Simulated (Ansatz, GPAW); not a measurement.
Cu3Al: energy against volume and a worked fit

Space group Fm-3m (No. 225). a = 5.776 Å, b = 5.776 Å, c = 5.776 Å, α = 90.00°, β = 90.00°, γ = 90.00°
```tsv
atom	site	symmetry	x	y	z
Cu	8c	-43m	0.2500	0.2500	0.7500
Cu	4b	m-3m	0.5000	0.0000	0.0000
Al	4a	m-3m	0.0000	0.0000	0.0000
```

The cell comes from a database or a generator and needn't be the stable form of this composition.

The cell was scaled at fixed shape and fractions and run with GPAW, the program's PAW data sets (release 1.2.1) made for this functional, cutoff 600 eV; LDA, k mesh 8 × 8 × 8 on the cell of 4 atoms, fermi-dirac occupations of 0.05 eV, no spin polarisation, no spin-orbit coupling. Energies are those that the program minimises, any entropy of the smearing included. For a metal such a mesh isn't converged to the digits shown.

| V (Å³/atom) | energy over the lowest row (meV/atom) |
| --- | --- |
| 11.3212 | 4.68 |
| 11.5621 | 0.00 |
| 11.8030 | 0.69 |
| 12.0439 | 6.17 |
| 12.2848 | ? |
| 12.5256 | 29.36 |
| 12.7665 | 46.14 |

Problem. Fit the third-order Birch-Murnaghan form, give V0, B0 and B′, and predict the energy left open.

Solution. With y = (V0/V)^(2/3), E = E0 + (9 V0 B0/16) [(y - 1)³ B′ + (y - 1)² (6 - 4y)]. Least squares through the rows shown give V0 = 11.6483 Å³/atom, E0 = -0.34 meV, B0 = 165.9 GPa (1 eV/Å³ = 160.218 GPa) and B′ = 4.85, with a largest miss of 0.01 meV. At V = 12.2848 the form with these constants gives 15.89 meV; the run gave 15.88 meV an atom. Other set-ups at this level, from all their volumes (Å³/atom, GPa): Ansatz, all-electron LAPW, scalar-relativistic: V0 11.561, B0 167.4.

The minimum lies at 11.6483 Å³/atom, below the 12.0439 Å³/atom of the listed cell. That is the direction expected from LDA, which overbinds metals and usually makes them too dense and too stiff. The energy rises faster on compression than on expansion, as the positive B′ requires: squeezing the cell raises the kinetic energy of the sp electrons and the overlap repulsion between nearly full Cu 3d shells, while cohesion weakens more gradually on stretching.

The close prediction of the omitted row shows that the curve is smooth and the fitted form adequate over this range, but it is an interpolation and doesn't test the physical accuracy. The all-electron volume of 11.561 Å³/atom differs by far more than the fit residual would suggest, probably through the treatment of the core, though the bulk moduli agree closely. Uniform scaling also says nothing about resistance to shear, the soft direction in bcc-based Cu-Al phases and the one tied to their martensitic transformation.
